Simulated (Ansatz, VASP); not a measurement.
One calculation of BAs, two programs

Contents of INCAR:

```
SYSTEM = BAs
ALGO     = Normal         ! electronic algorithm
EDIFF    = 1E-7           ! SCF threshold, eV
ENCUT    = 520            ! plane-wave cutoff, eV
GGA      = PE             ! functional
GGA_COMPAT= .False.      
ISIF     = 2              ! what is computed and relaxed
ISMEAR   = -1             ! smearing method
LASPH    = .True.         ! aspherical terms in the spheres
LCHARG   = .False.        ! write CHGCAR
LORBIT   = 11             ! projections on sites
LREAL    = .False.        ! projectors in reciprocal space
LSORBIT  = .True.         ! spin-orbit coupling
LWAVE    = .False.        ! write WAVECAR
MAGMOM   = 0 0 0 0 0 0    ! initial moments
NBANDS   = 20             ! bands
NELM     = 60             ! most SCF steps
PREC     = Accurate       ! precision mode
SIGMA    = 0.05           ! smearing width, eV
```

KPOINTS

```
k-points
0
Gamma
  7 7 7
  0 0 0
```

The input POSCAR:

```
BAs
1.0
    0.0000000000      2.3885000000      2.3885000000
    2.3885000000      0.0000000000      2.3885000000
    2.3885000000      2.3885000000      0.0000000000
As B
1 1
Direct
    0.7500000000      0.7500000000      0.7500000000
    0.0000000000      0.0000000000      0.0000000000
```

The input KPOINTS_OPT:

```
path GXWKGLUWLK,UX
10
line-mode
reciprocal
 0.0000000000  0.0000000000  0.0000000000  G
 0.5000000000  0.0000000000  0.5000000000  X

 0.5000000000  0.0000000000  0.5000000000  X
 0.5000000000  0.2500000000  0.7500000000  W

 0.5000000000  0.2500000000  0.7500000000  W
 0.3750000000  0.3750000000  0.7500000000  K

 0.3750000000  0.3750000000  0.7500000000  K
 0.0000000000  0.0000000000  0.0000000000  G

 0.0000000000  0.0000000000  0.0000000000  G
 0.5000000000  0.5000000000  0.5000000000  L

 0.5000000000  0.5000000000  0.5000000000  L
 0.6250000000  0.2500000000  0.6250000000  U

 0.6250000000  0.2500000000  0.6250000000  U
 0.5000000000  0.2500000000  0.7500000000  W

 0.5000000000  0.2500000000  0.7500000000  W
 0.5000000000  0.5000000000  0.5000000000  L

 0.5000000000  0.5000000000  0.5000000000  L
 0.3750000000  0.3750000000  0.7500000000  K

 0.6250000000  0.2500000000  0.6250000000  U
 0.5000000000  0.0000000000  0.5000000000  X
```

Contents of input.yaml:

```yaml
crystal:
  lattice:
    - [0.0, 2.3885, 2.3885]
    - [2.3885, 0.0, 2.3885]
    - [2.3885, 2.3885, 0.0]
  atoms:
    - { symbol: As, position: [0.75, 0.75, 0.75] }
    - { symbol: B, position: [0.0, 0.0, 0.0] }
hamiltonian:
  xc: pbe
  pseudopotentials: { kind: paw_fr }
magnetization:
  noncollinear: true
  spin_orbit: true
kpoints:
  mp_grid: { grid: [7, 7, 7] }
  band_path:
    path:
      - [[0.0, 0.0, 0.0], [0.5, 0.0, 0.5], [0.5, 0.25, 0.75], [0.375, 0.375, 0.75], [0.0, 0.0, 0.0], [0.5, 0.5, 0.5], [0.625, 0.25, 0.625], [0.5, 0.25, 0.75], [0.5, 0.5, 0.5], [0.375, 0.375, 0.75]]
      - [[0.625, 0.25, 0.625], [0.5, 0.0, 0.5]]
    npoints: 14
scf:
  occupations: { method: fermi_dirac, width: 0.05 }
  n_extra_bands: 6
output:
  forces: true
  stress: true
  eigenvalues: true
  fatbands: false
```

Alike in both runs: task band structure; functional PBE; k mesh 7 × 7 × 7; occupations fermi-dirac, width 0.05 eV; spin-orbit coupling, no magnetisation.

|  | VASP | Ansatz |
| --- | --- | --- |
| version | VASP 6.6.1 | Ansatz 0.2.0 |
| potentials or method | VASP PAW PBE potentials, release 64 (As, B) | Ansatz PAW |
| plane-wave cutoff (eV) | 520 | 420 |
| valence electrons in the cell | 8 | 18 |

VASP gave:

- gap on the k mesh at the Fermi level (eV): 1.13
- least direct gap on the mesh (eV): 3.07
- gap along the band path (eV): 1.11
- pressure (GPa): 3.4

Q: Estimate Ansatz's values.

A: gap on the k mesh at the Fermi level (eV): 1.14; least direct gap on the mesh (eV): 3.07; gap along the band path (eV): 1.12; pressure (GPa): 2.8.

The two sets of potentials don't hold the same shells in valence.
